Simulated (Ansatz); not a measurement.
AlSb (zinc blende)

```
AlSb
1.0
    0.00000     3.07852     3.07852
    3.07852     0.00000     3.07852
    3.07852     3.07852     0.00000
Sb Al
1 1
Direct
  0.75000   0.75000   0.75000
  0.00000   0.00000   0.00000
```

The slice is a {111} plane (indices of the conventional cell) through the point (0.000, 0.000, 0.000) (fractional), spanned by u = [100] and v = [-1 2 0] in vectors of this cell: u (4.35 Å) and v (7.54 Å, at 90° to u). It covers one period; positions are fractions (u, v).

Level of theory: PBEsol (plane waves to 420 eV, PAW, scalar-relativistic; Ansatz, a first-principles code). k mesh 13×13×13. Inside the PAW spheres the values are not all-electron values, and peaks at nuclei hang on which shells count as valence. AlSb was relaxed with its symmetry unable to fall. Spin-orbit coupling is left out, though Sb is heavy.

Sketch the density of the lowest conduction band (whole band as if filled, smooth part) on this plane as a map.


```
|113355331122332211335533|
|998855111144554411115588|
|886633112255665522113366|
|443322113355665533112233|
|221111112233333322111111|
|111111111111111111111111|
|111122334433333344332211|
|111133668877557788663311|
|111133779944114499773311|
|111122667711001177662211|
|332211335533113355331122|
|554411115588998855111144|
|665522113366886633112255|
|665533112233443322113355|
|333322111111221111112233|
|111111111111111111111111|
|333344332211111122334433|
|557788663311111133668877|
|114499773311111133779944|
|001177662211111122667711|
```
Scale: ten equal steps from 0.018 (start of '0') to 0.078 (end of '9'), in the order '0123456789'. Values: density of the lowest conduction band (whole band as if filled, smooth part) in e/Å³. The map has 12 points along u (two characters each, u = 0 at the left) and 20 along v (v = 0 in the bottom row).
